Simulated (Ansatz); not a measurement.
# InSb: comparing deformations

Theory: DFT PBE, scalar-relativistic, plane waves, PAW (Ansatz). The runs took a 420 eV cutoff, a Γ-centred 16×16×16 mesh and Gaussian smearing (0.15 eV). No spin polarisation. Energies are free energies at this smearing, counted from the undisturbed cell; pressure is positive in compression.

The undisturbed cell (relaxed at this level):

```
CELL_PARAMETERS angstrom
0.00000 3.31742 3.31742
3.31742 0.00000 3.31742
3.31742 3.31742 0.00000
ATOMIC_POSITIONS crystal
In 0.00000 0.00000 0.00000
Sb 0.75000 0.75000 0.75000
```

The cell is strained by ε times a Voigt pattern (xx, yy, zz, yz, xz, xy; engineering shear) with fractional coordinates fixed. τ = (1/V0) dE/dε comes from the stress tensor. Of each scan, only the three points used here are listed.

```csv
pattern,ε,τ (GPa)
"(1, 0, 0, 0, 0, 0)",-0.0300,-1.70
"(1, 0, 0, 0, 0, 0)",0.0000,0.00
"(1, 0, 0, 0, 0, 0)",0.0150,0.80
"(1, 1, 0, 0, 0, 0)",-0.0100,-1.72
"(1, 1, 0, 0, 0, 0)",0.0000,0.00
"(1, 1, 0, 0, 0, 0)",0.0050,0.80
```

Question: Which constants do the scans give, and which deformation costs least for the same size of strain tensor?

Answer: The slope dτ/dε at zero (parabola through three points) is pᵀCp: (1, 0, 0, 0, 0, 0) gives C11 = 54 GPa; (1, 1, 0, 0, 0, 0) gives 2(C11 + C12) = 164 GPa. The size of the strain tensor, ε:ε, is ε² times 1.0, 2.0. Per unit of it the stiffnesses are 54, 82 GPa, so (1, 0, 0, 0, 0, 0) is the softest of these: at ε:ε = (1 %)² the quadratic term costs 0.62 meV/atom against 0.94 for the stiffest.

Question: What else follows for this cubic crystal?

Answer: From the unrounded slopes C11 = 54.3 and C12 = 28.0 GPa, so B = (C11 + 2 C12)/3 = 37 GPa and the Poisson ratio for a pull along a cube edge is C12/(C11 + C12) = 0.34.

In a metal these slopes depend on the k mesh and the smearing.